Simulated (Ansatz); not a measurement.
# Choice of functional: ZrN

```
Zr N
1.0
     0.00000    2.28423    2.28423
     2.28423    0.00000    2.28423
     2.28423    2.28423    0.00000
Zr N
1 1
Direct
  0.00000 0.00000 0.00000
  0.50000 0.50000 0.50000
```

Atom numbers follow the list: Zr1, N2.

Conventional cell: a = 4.568 Å, b = 4.568 Å, c = 4.568 Å, α = 90.00°, β = 90.00°, γ = 90.00°. Around Zr (atom 1) lie 6 N at 2.28 Å. N (atom 2) is surrounded by 6 Zr at 2.28 Å.

The cell is COD entry 4303945, as deposited and not checked against the literature; nothing was relaxed.

Spin polarisation is left out, and whether a magnetic state lies lower isn't shown here.

One fixed cell is solved with several functionals by frozen-core PAW in Ansatz 0.2.0, scalar-relativistically. A positive pressure means that the functional wants a larger cell.

The PAW files were made with PBE; their cores are remade for each functional.

Numerical set-up: a Γ-centred 9×9×9 k mesh, Fermi–Dirac smearing of 0.01 eV, cutoff 420 eV, no spin polarisation.

Cutoffs: PBE 420 eV, LDA 420 eV, PBEsol 420 eV, r²SCAN 500 eV.

| setting | P (GPa) | lowest level at Γ above −25 eV, from the valence-band top or, without a gap, the Fermi level (eV) |
| --- | --- | --- |
| PBE | 4.44 | -16.31 |
| LDA | ? | -16.07 |
| PBEsol | -2.82 | -16.23 |
| r²SCAN | ? | -17.47 |

**Question.** Fill in "P (GPa)" for the row "LDA".

**Answer.** -7.73.

**Question.** Give the missing entry: row "r²SCAN", column "P (GPa)".

**Answer.** 3.10.
